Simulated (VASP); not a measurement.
# Ba (Pm-3m) in VASP: further runs

The runs below take Ba through single point, with PBE.

Program: VASP 6.6.1. These are calculated values, not measurements. Logs are shortened: lines on timing, memory, paths and dates and some standing lists are left out, and cuts for length are marked.

**1. Starting point**

Symmetry: Pm-3m, No. 221, cubic system. Conventional cell: a = 3.918 Å, b = 3.918 Å, c = 3.918 Å, α = 90.00°, β = 90.00°, γ = 90.00°. Around Ba (site symmetry m-3m) lie 6 Ba at 3.92 Å.

This isn't the form of Ba at room conditions, which is bcc.

**2. Single point, PBE**

INCAR reads:

```
PREC = Accurate
ENCUT = 250
EDIFF = 1E-6
ISMEAR = 1
SIGMA = 0.2
LREAL = F
LASPH = T
NELM = 100
ALGO = Normal
ISIF = 2
LWAVE = F
LCHARG = F
GGA = PE
ADDGRID = F
```

KPOINTS reads:

```
regular mesh
0
Gamma
  12 12 12
```

POSCAR reads:

```
Ba
1.0
    3.9784390000     -0.0454340000      0.0410850000
   -0.0454340000      3.9110040000      0.0402290000
    0.0410850000      0.0402290000      3.8659060000
Ba
1
Direct
   -0.0007550000      0.0095990000     -0.0077320000
```

Potentials or basis: VASP PAW PBE potentials, release 64 (Ba_sv).

Command:

```
> cat potpaw_PBE.64/Ba_sv/POTCAR > POTCAR
> mpirun -np 1 vasp_std > vasp.out
```

OUTCAR:

```text
PREC = Accurate
   ENCUT = 250
   EDIFF = 1E-6
   ISMEAR = 1
   LREAL = F
   LASPH = T
   NELM = 100
   ISIF = 2
   GGA = PE

 Found    868 irreducible k-points:

 Following reciprocal coordinates:
            Coordinates               Weight
  0.000000  0.000000  0.000000      1.000000
  0.083333  0.000000  0.000000      2.000000
  0.166667  0.000000 -0.000000      2.000000
  0.250000 -0.000000 -0.000000      2.000000
  0.333333  0.000000 -0.000000      2.000000
  0.416667  0.000000 -0.000000      2.000000
   k-points           NKPTS =    868   k-points in BZ     NKDIM =    868   number of bands    NBANDS=      9
   number of dos      NEDOS =    301   number of ions     NIONS =      1
   total plane-waves  NPLWV =   9600
   dimension x,y,z NGX =    24 NGY =   20 NGZ =   20
   dimension x,y,z NGXF=    48 NGYF=   40 NGZF=   40
   ions per type =               1
   NGX,Y,Z   is equivalent  to a cutoff of  10.03,  8.50,  8.60 a.u.
   NGXF,Y,Z  is equivalent  to a cutoff of  20.06, 17.00, 17.20 a.u.
 SYSTEM =  unknown system
   PREC   = accura    normal or accurate (medium, high low for compatibility)
   ISTART =      0    job   : 0-new  1-cont  2-samecut
   ICHARG =      2    charge: 1-file 2-atom 10-const
   ISPIN  =      1    spin polarized calculation?
   LNONCOLLINEAR =      F non collinear calculations
   LSORBIT =      F    spin-orbit coupling
   LASPH  =      T    aspherical Exc in radial PAW
   ENCUT  =  250.0 eV  18.37 Ry    4.29 a.u.   5.13  5.04  4.98*2*pi/ulx,y,z
   NELM   =    100;   NELMIN=  2; NELMDL= -5     # of ELM steps
   EDIFF  = 0.1E-05   stopping-criterion for ELM
   LREAL  =      F    real-space projection
   EDIFFG = 0.1E-04   stopping-criterion for IOM
   NSW    =      0    number of steps for IOM
   IBRION =     -1    ionic relax: 0-MD 1-quasi-New 2-CG
   NFREE  =      0    steps in history (QN), initial steepest desc. (CG)
   ISIF   =      2    stress and relaxation
   ISYM   =      2    0-nonsym 1-usesym 2-fastsym
   POTIM  = 0.5000    time-step for ionic-motion
   TEBEG  =    0.0;   TEEND  =   0.0 temperature during run
   PSTRESS=    0.0 pullay stress
   NELECT =      10.0000    total number of electrons
   NUPDOWN=      -1.0000    fix difference up-down
   EMIN   =  10.00;   EMAX   =-10.00  energy-range for DOS
   EFERMI =   0.00;   METHOD = LEGACY
   ISMEAR =     1;   SIGMA  =   0.20  broadening in eV -4-tet -1-fermi 0-gaus
   EFERMI_NEDOS =   21; number of points for ismear=-14 and -15
   IALGO  =     38    algorithm
   IMIX   =      4    mixing-type and parameters
     AMIX     =   0.40;   BMIX     =  1.00
     AMIX_MAG =   1.60;   BMIX_MAG =  1.00
  volume/ion in A,a.u.               =      60.13       405.78
  Fermi-wavevector in a.u.,A,eV,Ry     =   0.900275  1.701272 11.027447  0.810495
  Thomas-Fermi vector in A             =   2.023212
   LORBIT       =      0    0 simple, 1 ext, 2 COOP (PROOUT), +10 PAW based schemes
   GGA     = PE    functional components
   LHFCALC =     F    Hartree Fock is set to
   AEXX    =    0.0000 exact exchange contribution
   IVDW    =     0    specifies the selected vdW correction
   LEPSILON=     F    determine dielectric tensor
   LRPA    =     F    only Hartree local field effects (RPA)
 non-spin polarized calculation
 Methfessel and Paxton  Order N= 1 SIGMA  =   0.20
  energy-cutoff  :      250.00
  volume of cell :       60.13
 maximum number of plane-waves:       551
 NGX is ok and might be reduce to    24
   NGX = 11   NGY = 11   NGZ =  9

 number of electron      10.0000002 magnetization

 Free energy of the ion-electron system (eV)
  ---------------------------------------------------
  ext. energy  EPLUGINS =         0.00000000
  ---------------------------------------------------
  free energy    TOTEN  =        -1.59576170 eV

  energy without entropy =       -1.60410885  energy(sigma->0) =       -1.59854408

 E-fermi :   1.7224     XC(G=0):  -7.5442

 val. band max:        1.7131180467   @ k =   0.1667   0.0833   0.5000
 cond. band min:       1.7302888811   @ k =   0.5000   0.4167   0.4167
 fundamental gap:      0.0171708343
 Fermi energy:         1.7223948233

 k-point     1 :       0.0000    0.0000    0.0000
  band No.  band energies     occupation
      1     -27.4097      2.00000
      2     -12.2614      2.00000
      3     -12.2169      2.00000
      4     -12.1840      2.00000
      5      -0.8510      2.00000
      6       1.7590      0.69577
      7       1.7667      0.63505
      8       6.5995      0.00000
      9       6.6879      0.00000

 k-point     2 :       0.0833    0.0000    0.0000
  band No.  band energies     occupation
      1     -27.4061      2.00000
      2     -12.3102      2.00000
      3     -12.2129      2.00000
      4     -12.1801      2.00000
      5      -0.7472      2.00000
      6       1.7897      0.46451
      7       1.8661      0.06760
      8       6.3442      0.00000
      9       6.4403      0.00000

 k-point     3 :       0.1667    0.0000   -0.0000
  band No.  band energies     occupation
      1     -27.3962      2.00000
      2     -12.4408      2.00000
      3     -12.2020      2.00000
      4     -12.1692      2.00000
      5      -0.4631      2.00000
      6       1.8750      0.04007
      7       2.1398     -0.01196
      8       5.8107      0.00000
      9       5.9183      0.00000

 k-point     4 :       0.2500   -0.0000   -0.0000
  band No.  band energies     occupation
      1     -27.3826      2.00000
      2     -12.6120      2.00000
      3     -12.1868      2.00000
      4     -12.1543      2.00000
      5      -0.0619      2.00000
      6       1.9989     -0.06478
      7       2.4789     -0.00000
      8       5.2716     -0.00000
      9       5.3853     -0.00000

 k-point     5 :       0.3333    0.0000   -0.0000
  band No.  band energies     occupation
      1     -27.3690      2.00000
      2     -12.7756      2.00000
      3     -12.1715      2.00000
      4     -12.1392      2.00000
      5       0.3858      2.00000
      6       2.1329     -0.01343
      7       2.6716     -0.00000
      8       4.8424     -0.00000
      9       4.9589     -0.00000

 k-point     6 :       0.4167    0.0000   -0.0000
  band No.  band energies     occupation
      1     -27.3589      2.00000
      2     -12.8912      2.00000
      3     -12.1603      2.00000
      4     -12.1281      2.00000
      5       0.7923      2.00000
      6       2.2387     -0.00160
      7       2.6068     -0.00000
      8       4.5688     -0.00000
      9       4.6879     -0.00000

 [... further k-points ...]
[... 5 lines left out ...]
  --------------------------------------------------------------------------------------
  -------------------------------------------------------------------------------------
  Total       -0.1052692      0.1026350      0.2545848     -0.0504805      0.0404656      0.0442468
  in kB       -2.8048681      2.7346810      6.7833410     -1.3450388      1.0781935      1.1789430
  external PRESSURE =       2.2377179 kB  Pullay stress =       0.0000000 kB

 VOLUME and BASIS-vectors are now :
 -----------------------------------------------------------------------------
  energy-cutoff  :      250.00
  volume of cell :       60.13
      direct lattice vectors                 reciprocal lattice vectors
     3.978439000 -0.045434000  0.041085000     0.251416447  0.002948496 -0.002702616
    -0.045434000  3.911004000  0.040229000     0.002948496  0.255750771 -0.002692703
     0.041085000  0.040229000  3.865906000    -0.002702616 -0.002692703  0.258728319

 POSITION                                       TOTAL-FORCE (eV/Angst)
 -----------------------------------------------------------------------------------
      4.01577      0.03206      3.87745         0.000000     -0.000000      0.000000
 -----------------------------------------------------------------------------------
    total drift:                                0.000005      0.000027     -0.000024

  FREE ENERGIE OF THE ION-ELECTRON SYSTEM (eV)
  ---------------------------------------------------
  free  energy   TOTEN  =        -1.5957617041 eV

  energy  without entropy=       -1.6041088453  energy(sigma->0) =       -1.59854408
```

stdout:

```text
POSCAR found type information on POSCAR Ba
 POSCAR found :  1 types and       1 ions
 scaLAPACK will be used
 LDA part: xc-table for (Slater+PW92), standard interpolation
 POSCAR, INCAR and KPOINTS ok, starting setup
 FFT: planning ... GRIDC
 FFT: planning ... GRID_SOFT
 FFT: planning ... GRID
 WAVECAR not read
 entering main loop
```

Wall time 60 s (1 thread of Intel Xeon Platinum 8259CL at 2.50GHz (Skylake/Cascade Lake), shared host); peak memory 0.27 GiB.

These settings aren't checked as converged: the numbers below hold their error.

What came out:

```
Free energy            : -1.5958 eV
Pressure               : 0.2 GPa
Band gap on the k mesh : none (metal or under the smearing width)
```

**3. Single point, PBE**

Edit INCAR of step 2 so:

```diff
@@ -1,3 +1,3 @@
 PREC = Accurate
-ENCUT = 250
+ENCUT = 300
 EDIFF = 1E-6
```

KPOINTS reads:

```
regular mesh
0
Gamma
  11 11 11
```

POSCAR reads:

```
Ba
1.0
    3.9177175405      0.0000000000      0.0000000000
    0.0000000000      3.9177175405      0.0000000000
    0.0000000000      0.0000000000      3.9177175405
Ba
1
Direct
    0.0000000000      0.0000000000      0.0000000000
```

Potentials or basis: VASP PAW PBE potentials, release 64 (Ba_sv).

Command:

```
> cat potpaw_PBE.64/Ba_sv/POTCAR > POTCAR
> mpirun -np 1 vasp_std > vasp.out
```

OUTCAR:

```text
PREC = Accurate
   ENCUT = 300
   EDIFF = 1E-6
   ISMEAR = 1
   LREAL = F
   LASPH = T
   NELM = 100
   ISIF = 2
   GGA = PE

 Found     56 irreducible k-points:

 Following reciprocal coordinates:
            Coordinates               Weight
  0.000000  0.000000  0.000000      1.000000
  0.090909  0.000000  0.000000      6.000000
  0.181818  0.000000  0.000000      6.000000
  0.272727  0.000000  0.000000      6.000000
  0.363636  0.000000  0.000000      6.000000
  0.454545  0.000000  0.000000      6.000000
[... 139 lines left out ...]
      3     -12.1536      2.00000
      4     -12.1536      2.00000
      5       0.9880      2.00000
      6       2.3314     -0.00011
      7       2.6217     -0.00000
      8       4.4235     -0.00000
      9       4.4235     -0.00000

 [... further k-points ...]
[... 5 lines left out ...]
  --------------------------------------------------------------------------------------
  -------------------------------------------------------------------------------------
  Total        0.1187274      0.1187274      0.1187274     -0.0000000     -0.0000000      0.0000000
  in kB        3.1634584      3.1634584      3.1634584     -0.0000000     -0.0000000      0.0000000
  external PRESSURE =       3.1634584 kB  Pullay stress =       0.0000000 kB

 VOLUME and BASIS-vectors are now :
 -----------------------------------------------------------------------------
  energy-cutoff  :      300.00
  volume of cell :       60.13
      direct lattice vectors                 reciprocal lattice vectors
     3.917717540  0.000000000  0.000000000     0.255250663  0.000000000  0.000000000
     0.000000000  3.917717540  0.000000000     0.000000000  0.255250663  0.000000000
     0.000000000  0.000000000  3.917717540     0.000000000  0.000000000  0.255250663

 POSITION                                       TOTAL-FORCE (eV/Angst)
 -----------------------------------------------------------------------------------
      0.00000      0.00000      0.00000         0.000000      0.000000      0.000000
 -----------------------------------------------------------------------------------
    total drift:                               -0.000000      0.000000      0.000000

  FREE ENERGIE OF THE ION-ELECTRON SYSTEM (eV)
  ---------------------------------------------------
  free  energy   TOTEN  =        -1.5960755019 eV

  energy  without entropy=       -1.6045649146  energy(sigma->0) =       -1.59890531
```

stdout:

```text
POSCAR found type information on POSCAR Ba
 POSCAR found :  1 types and       1 ions
 scaLAPACK will be used
 LDA part: xc-table for (Slater+PW92), standard interpolation
 POSCAR, INCAR and KPOINTS ok, starting setup
 FFT: planning ... GRIDC
 FFT: planning ... GRID_SOFT
 FFT: planning ... GRID
 WAVECAR not read
 entering main loop
```

It took 7.5 s on 1 thread of Intel Xeon Platinum 8259CL at 2.50GHz (Skylake/Cascade Lake), shared host; peak memory 0.14 GiB.

These settings aren't checked as converged: the numbers below hold their error.

What came out:

```yaml
Free_energy: -1.5961 eV
Pressure: 0.3 GPa
Band_gap_on_the_k_mesh: 0.07 eV, indirect (least direct gap 0.09 eV)
```

Caveat: spin-orbit coupling is left out, which moves the levels of the heavy elements; an odd mesh through Γ misses points on the zone boundary, where band edges often lie.
